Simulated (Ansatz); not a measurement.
CuO:

```
Cu O
1.0
     0.00000    2.32725    2.32725
     2.32725    0.00000    2.32725
     2.32725    2.32725    0.00000
Cu O
1 1
Direct
  0.00000 0.00000 0.00000
  0.25000 0.25000 0.25000
```

Measurements of this composition are mostly on another form, of space group No. 15.

```yaml
Program: Ansatz 0.2.0
Task: relaxation of cell and atoms
Functional: RPBE
Potentials_or_basis: Ansatz PAW
Cutoff: "420 eV (not typed: the program's choice for these potentials)"
k_mesh: 10 × 10 × 10
Occupations: fermi-dirac, width 0.05 eV
Spin: no spin polarisation
```

At the start: volume 12.60 Å³/atom.

Q: Where does the relaxation end?

A: It ends after 7 steps and the volume is 12.01 Å³/atom (-4.7 %); space group F-43m (No. 216, to 0.05 Å).

The path:
| step | energy change (eV) | largest force (eV/Å) | volume (Å³) |
| --- | --- | --- | --- |
| 1 | 0.0000 | 0.0000 | 25.21 |
| 2 | -0.0156 | 0.0000 | 24.67 |
| 3 | -0.0234 | 0.0000 | 24.02 |
| 4 | -0.0233 | 0.0000 | 24.07 |
| 5 | -0.0201 | 0.0000 | 24.07 |
| 6 | -0.0202 | 0.0000 | 24.03 |
| 7 | -0.0201 | 0.0000 | 24.03 |

Final structure:
```xyz
2
Lattice="0.0000 2.2904 2.2904 2.2904 0.0000 2.2904 2.2904 2.2904 0.0000" Properties=species:S:1:pos:R:3 pbc="T T T"
Cu    0.0000    0.0000    0.0000
O     1.1452    1.1452    1.1452
```

Caveat: the plane-wave basis is chosen anew once the cell has moved, so the energies of steps on either side of that aren't comparable; the pressure holds a Pulay correction of +0.6 GPa for the finite cutoff; an odd number of electrons without spin polarisation forces a metal; a magnetic or distorted state may lie lower; the run has no spin polarisation, though such a crystal can be magnetic; the PAW data sets come from PBE, with cores solved anew for the run's functional, which leaves a small shift of forces and pressure.
